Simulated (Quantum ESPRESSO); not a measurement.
Crystal: Sb.

```
Sb
1.0
     0.00000    2.37124    2.37124
     2.37124    0.00000    2.37124
     2.37124    2.37124    0.00000
Sb
1
Direct
  0.00000 0.00000 0.00000
```

This isn't the form of Sb at room conditions, which is rhombohedral.

- Program: Quantum ESPRESSO 7.5
- Task: relaxation of cell and atoms
- Functional: PBEsol
- Dispersion: D3
- Potentials or basis: GBRV 1.5 PBEsol
- Cutoff: 612 eV
- Density cutoff: 4898 eV
- k mesh: 10 × 10 × 10
- Occupations: fermi-dirac, width 0.05 eV
- Spin: no spin polarisation

At the start: pressure -2.4 GPa; volume 26.67 Å³/atom.

Q: Where does the relaxation end?

A: Over 3 steps the energy falls by 6.3 meV/atom and the volume is 25.60 Å³/atom (-4.0 %); space group Fm-3m (No. 225, to 0.05 Å).

Step by step:
| step | energy change (eV) | largest force (eV/Å) | pressure (GPa) | volume (Å³) |
| --- | --- | --- | --- | --- |
| 1 | 0.0000 | 0.0000 | -2.43 | 26.67 |
| 2 | -0.0047 | 0.0000 | -1.42 | 26.21 |
| 3 | -0.0063 | 0.0000 | 0.05 | 25.60 |

Final structure:
```xyz
1
Lattice="0.0000 2.3393 2.3393 2.3393 0.0000 2.3393 2.3393 2.3393 0.0000" Properties=species:S:1:pos:R:3 pbc="T T T"
Sb    0.0000    0.0000    0.0000
```

Caveat: pairwise dispersion overbinds metals, which lowers pressure and volume.
